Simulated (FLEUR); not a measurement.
# SiC (Moissanite 3C) (F-43m) in FLEUR: a series of runs

One crystal, SiC (Moissanite 3C), is run at these levels: LDA (von Barth-Hedin), LDA; tasks: density of states, band structure.

Everything below comes from runs of FLEUR MaX-R8.1 (later development tree). Logs are shortened: lines on timing, memory, paths and dates and some standing lists are left out, and cuts for length are marked.

**1. Starting point**

It takes space group F-43m (No. 216, cubic). The conventional cell has a = 4.358 Å, b = 4.358 Å, c = 4.358 Å, α = 90.00°, β = 90.00°, γ = 90.00°. Around Si (site symmetry -43m) lie 4 C at 1.89 Å. C (site symmetry -43m) is surrounded by 4 Si at 1.89 Å.

**2. Density of states, LDA (von Barth-Hedin), collinear spin, ferromagnetic start**

Input file inp.xml:

```xml
<?xml version="1.0" encoding="UTF-8" standalone="no"?>
<fleurInput fleurInputVersion="0.39">
   <comment>
      SiC                                                                                                 
   </comment>
   <calculationSetup>
      <cutoffs Kmax="4.69" Gmax="14.5" GmaxXC="14.5" numbands="0"/>
      <scfLoop itmax="50" minDistance="0.0001" maxIterBroyd="15" imix="Anderson" alpha="0.05" precondParam="0.0" spinf="2.0" sdNocoIR="T"/>
      <coreElectrons ctail="T" frcor="F" kcrel="0" coretail_lmax="0"/>
      <xcFunctional name="bh" relativisticCorrections="F"/>
      <magnetism jspins="2"/>
      <soc l_soc="F" theta="0.0" phi="0.0" spav="F"/>
      <expertModes spex="0" secvar="F"/>
      <geometryOptimization l_f="F" forcealpha="1.0" forcemix="BFGS" epsdisp="0.00001" epsforce="0.00001"/>
      <ldaU l_linMix="F" mixParam="0.05" spinf="1.0"/>
   </calculationSetup>
   <cell>
      <bzIntegration valenceElectrons="16.0" mode="gauss" fermiSmearingEnergy="0.00183747">
         <kPointListSelection listName="default-1"/>
         <!-- k-points included here -->
         <xi:include xmlns:xi="http://www.w3.org/2001/XInclude" href="kpts.xml"> </xi:include>
      </bzIntegration>
      <!-- symmetry operations included here -->
      <xi:include xmlns:xi="http://www.w3.org/2001/XInclude" href="sym.xml"> </xi:include>
      <bulkLattice scale="1.0">
[... 30 lines left out ...]
            <stateOccupation state="(2p3/2)" spinUp="0.666667" spinDown="0.666667"/>
         </electronConfig>
         <energyParameters s="2" p="2" d="3" f="4"/>
         <lo type="SCLO" l="0" n="2" eDeriv="2"/>
         <lo type="SCLO" l="1" n="2" eDeriv="2"/>
         <lo type="SCLO" l="2" n="3" eDeriv="2"/>
      </species>
   </atomSpecies>
   <atomGroups>
      <atomGroup species="Silicon (S.501">
         <relPos label="                   1">.0000000000 .0000000000 .0000000000</relPos>
         <force calculate="T" relaxXYZ="TTT"/>
      </atomGroup>
      <atomGroup species="Carbon (C)">
         <relPos label="                   2">-1.000/4.000 -1.000/4.000 -1.000/4.000</relPos>
         <force calculate="T" relaxXYZ="TTT"/>
      </atomGroup>
   </atomGroups>
   <output dos="F" band="F" slice="F">
      <checks vchk="F" cdinf="F"/>
      <bandDOS minEnergy="-.5*Htr" maxEnergy="0.5*Htr" sigma="0.015" storeEVData="T"/>
      <vacuumDOS vacdos="F" integ="F" star="F" nstars="0" locx1="0.0" locy1="0.0" locx2="0.0" locy2="0.0" nstm="0" tworkf="0.0"/>
      <unfoldingBand unfoldBand="F" supercellX="1" supercellY="1" supercellZ="1"/>
      <plotting iplot="0" polar="F">
         <plot TwoD="T" vec1="  1.0  0.0  0.0" vec2="  0.0  1.0  0.0" vec3="  0.0  0.0  1.0" zero="  0.0  0.0  0.0" file="plot"/>
      </plotting>
      <chargeDensitySlicing numkpt="0" minEigenval="0.0" maxEigenval="0.0" nnne="0" pallst="F"/>
      <specialOutput eonly="F"/>
      <moessbauerParams electricFieldGradient="T" isomerShift="T" coreHyperfine="T" valenceHyperfine="T"/>
      <magneticCircularDichroism mcd="F" energyLo="-10.0" energyUp="0.0"/>
   </output>
  <!-- We include the file relax.xml here to enable relaxations (see documentation) -->
  <xi:include xmlns:xi="http://www.w3.org/2001/XInclude" href="relax.xml"> <xi:fallback/> </xi:include>
</fleurInput>
```

Input file crystal.txt:

```
SiC
&input cartesian=F /
0.0000000000  2.1790000000  2.1790000000
2.1790000000  0.0000000000  2.1790000000
2.1790000000  2.1790000000  0.0000000000
1.8897261246
1.0 1.0 1.0

2
14 0.0000000000  0.0000000000  0.0000000000 : 0.501
6 0.7500000000  0.7500000000  0.7500000000

&kpt div1=10 div2=10 div3=10 gamma=T /
```

Input file inp.xml (dos):

```
<?xml version="1.0" encoding="UTF-8" standalone="no"?>
<fleurInput fleurInputVersion="0.39">
   <comment>
      SiC                                                                                                 
   </comment>
   <calculationSetup>
      <cutoffs Kmax="4.69" Gmax="14.5" GmaxXC="14.5" numbands="0"/>
      <scfLoop itmax="50" minDistance="0.0001" maxIterBroyd="15" imix="Anderson" alpha="0.05" precondParam="0.0" spinf="2.0" sdNocoIR="T"/>
      <coreElectrons ctail="T" frcor="F" kcrel="0" coretail_lmax="0"/>
      <xcFunctional name="bh" relativisticCorrections="F"/>
      <magnetism jspins="2"/>
      <soc l_soc="F" theta="0.0" phi="0.0" spav="F"/>
      <expertModes spex="0" secvar="F"/>
      <geometryOptimization l_f="F" forcealpha="1.0" forcemix="BFGS" epsdisp="0.00001" epsforce="0.00001"/>
      <ldaU l_linMix="F" mixParam="0.05" spinf="1.0"/>
   </calculationSetup>
   <cell>
      <bzIntegration valenceElectrons="16.0" mode="gauss" fermiSmearingEnergy="0.00183747">
         <kPointListSelection listName="default-1"/>
         <!-- k-points included here -->
         <xi:include xmlns:xi="http://www.w3.org/2001/XInclude" href="kpts.xml"> </xi:include>
      </bzIntegration>
      <!-- symmetry operations included here -->
      <xi:include xmlns:xi="http://www.w3.org/2001/XInclude" href="sym.xml"> </xi:include>
      <bulkLattice scale="1.0">
         <bravaisMatrix>
            <row-1>    0.0000000000000000     4.1177132255033992     4.1177132255033992</row-1>
[... 30 lines left out ...]
         <energyParameters s="2" p="2" d="3" f="4"/>
         <lo type="SCLO" l="0" n="2" eDeriv="2"/>
         <lo type="SCLO" l="1" n="2" eDeriv="2"/>
         <lo type="SCLO" l="2" n="3" eDeriv="2"/>
      </species>
   </atomSpecies>
   <atomGroups>
      <atomGroup species="Silicon (S.501">
         <relPos label="                   1">.0000000000 .0000000000 .0000000000</relPos>
         <force calculate="T" relaxXYZ="TTT"/>
      </atomGroup>
      <atomGroup species="Carbon (C)">
         <relPos label="                   2">-1.000/4.000 -1.000/4.000 -1.000/4.000</relPos>
         <force calculate="T" relaxXYZ="TTT"/>
      </atomGroup>
   </atomGroups>
   <output dos="T" band="F" slice="F">
      <checks vchk="F" cdinf="F"/>
      <bandDOS minEnergy="-0.8*Htr" maxEnergy="0.5*Htr" sigma="0.005" storeEVData="T"/>
      <vacuumDOS vacdos="F" integ="F" star="F" nstars="0" locx1="0.0" locy1="0.0" locx2="0.0" locy2="0.0" nstm="0" tworkf="0.0"/>
      <unfoldingBand unfoldBand="F" supercellX="1" supercellY="1" supercellZ="1"/>
      <plotting iplot="0" polar="F">
         <plot TwoD="T" vec1="  1.0  0.0  0.0" vec2="  0.0  1.0  0.0" vec3="  0.0  0.0  1.0" zero="  0.0  0.0  0.0" file="plot"/>
      </plotting>
      <chargeDensitySlicing numkpt="0" minEigenval="0.0" maxEigenval="0.0" nnne="0" pallst="F"/>
      <specialOutput eonly="F"/>
      <moessbauerParams electricFieldGradient="T" isomerShift="T" coreHyperfine="T" valenceHyperfine="T"/>
      <magneticCircularDichroism mcd="F" energyLo="-10.0" energyUp="0.0"/>
   </output>
  <!-- We include the file relax.xml here to enable relaxations (see documentation) -->
  <xi:include xmlns:xi="http://www.w3.org/2001/XInclude" href="relax.xml"> <xi:fallback/> </xi:include>
</fleurInput>
```

Potentials or basis: all-electron, FLAPW.

Run with:

```console
> inpgen -f crystal.txt -profile fastHighL
> # inp.xml edited to the form shown
> fleur_MPI
> fleur_MPI   # second run, on inp.xml (dos)
```

Log:

```text
Welcome to FLEUR        (www.flapw.de)
      MaX-Release 8.1          (www.max-centre.eu)

 ========== k-point set info ==========
 Selected k-point list: default-1
 k-point list type: mesh
 10 x 10 x 10
 Number of k points: 47

 ------------Calculation Setup---------------------------
 Number of MPI-tasks      :            1
 Number of PE/node        :            1
 Number of OMP-threads    :            1
 Most efficient MPI parallelization for:
           1          47
 Additional eigenvalue parallelization possible
 Number of basis functions:          318
 Approximate size of matrices (H+S) per k-point:         0.003 GB
 --------------------------------------------------------
Nuclear radius smaller than smallest radial mesh point for atom type 2 -- skipping its core isomer shift
Nuclear radius smaller than smallest radial mesh point for atom type 2 -- skipping its isomer shift
 Iteration:     1   Distance:      24.65709713 me/bohr^3
Nuclear radius smaller than smallest radial mesh point for atom type 2 -- skipping its core isomer shift
Nuclear radius smaller than smallest radial mesh point for atom type 2 -- skipping its isomer shift
 Iteration:     2   Distance:      21.93830687 me/bohr^3
Nuclear radius smaller than smallest radial mesh point for atom type 2 -- skipping its core isomer shift
Nuclear radius smaller than smallest radial mesh point for atom type 2 -- skipping its isomer shift
 Iteration:     3   Distance:       8.31029801 me/bohr^3
Nuclear radius smaller than smallest radial mesh point for atom type 2 -- skipping its core isomer shift
Nuclear radius smaller than smallest radial mesh point for atom type 2 -- skipping its isomer shift
 Iteration:     4   Distance:       4.80031192 me/bohr^3
Nuclear radius smaller than smallest radial mesh point for atom type 2 -- skipping its core isomer shift
Nuclear radius smaller than smallest radial mesh point for atom type 2 -- skipping its isomer shift
 Iteration:     5   Distance:       1.02406730 me/bohr^3
Nuclear radius smaller than smallest radial mesh point for atom type 2 -- skipping its core isomer shift
Nuclear radius smaller than smallest radial mesh point for atom type 2 -- skipping its isomer shift
 Iteration:     6   Distance:       0.21708422 me/bohr^3
Nuclear radius smaller than smallest radial mesh point for atom type 2 -- skipping its core isomer shift
Nuclear radius smaller than smallest radial mesh point for atom type 2 -- skipping its isomer shift
 Iteration:     7   Distance:       0.18421115 me/bohr^3
Nuclear radius smaller than smallest radial mesh point for atom type 2 -- skipping its core isomer shift
Nuclear radius smaller than smallest radial mesh point for atom type 2 -- skipping its isomer shift
 Iteration:     8   Distance:       0.03567984 me/bohr^3
Nuclear radius smaller than smallest radial mesh point for atom type 2 -- skipping its core isomer shift
Nuclear radius smaller than smallest radial mesh point for atom type 2 -- skipping its isomer shift
 Iteration:     9   Distance:       0.03333445 me/bohr^3
Nuclear radius smaller than smallest radial mesh point for atom type 2 -- skipping its core isomer shift
Nuclear radius smaller than smallest radial mesh point for atom type 2 -- skipping its isomer shift
 Iteration:    10   Distance:       0.00739537 me/bohr^3
Nuclear radius smaller than smallest radial mesh point for atom type 2 -- skipping its core isomer shift
Nuclear radius smaller than smallest radial mesh point for atom type 2 -- skipping its isomer shift
 Iteration:    11   Distance:       0.00561854 me/bohr^3
Nuclear radius smaller than smallest radial mesh point for atom type 2 -- skipping its core isomer shift
Nuclear radius smaller than smallest radial mesh point for atom type 2 -- skipping its isomer shift
 Iteration:    12   Distance:       0.00063798 me/bohr^3
Nuclear radius smaller than smallest radial mesh point for atom type 2 -- skipping its core isomer shift
Nuclear radius smaller than smallest radial mesh point for atom type 2 -- skipping its isomer shift
 Iteration:    13   Distance:       0.00085394 me/bohr^3
Nuclear radius smaller than smallest radial mesh point for atom type 2 -- skipping its core isomer shift
Nuclear radius smaller than smallest radial mesh point for atom type 2 -- skipping its isomer shift
 Iteration:    14   Distance:       0.00003466 me/bohr^3

 ********************************************************************
 Run finished successfully
 Stop message:
   all done
 ********************************************************************
```

Run time: 60 s. Hardware: 1 thread of Intel Xeon Platinum 8488C (Sapphire Rapids), shared host; peak memory 0.06 GiB.

Results:

```yaml
Free_energy: -8904.4326 eV
Band_gap_on_the_k_mesh: 1.32 eV, indirect (least direct gap 4.52 eV)
Net_moment: 0.00 μB per cell
Valence_electrons_inside_the_program's_atomic_spheres: Si 9.30; C 2.64 (radii Si 1.77, C 1.53 bohr)
```

States per cell in windows of 1 eV (zero at the valence-band top; states under -8 eV left out):
| from (eV) | up | down |
| --- | --- | --- |
| -8.0 | 0.39 | 0.39 |
| -7.0 | 0.23 | 0.23 |
| -6.0 | 0.22 | 0.22 |
| -5.0 | 0.34 | 0.34 |
| -4.0 | 0.48 | 0.48 |
| -3.0 | 0.50 | 0.50 |
| -2.0 | 0.55 | 0.55 |
| -1.0 | 0.23 | 0.23 |
| 0.0 | 0.01 | 0.01 |
| 1.0 | 0.03 | 0.03 |
| 2.0 | 0.08 | 0.08 |
| 3.0 | 0.11 | 0.11 |
| 4.0 | 0.35 | 0.35 |

Core levels (eV from the Fermi level):
```
atom         levels
1 Si  1s1/2 -1771.6
 2 C   1s1/2 -260.8
```

A k mesh can miss the band edges.

(Continued in part 2 of 2.)
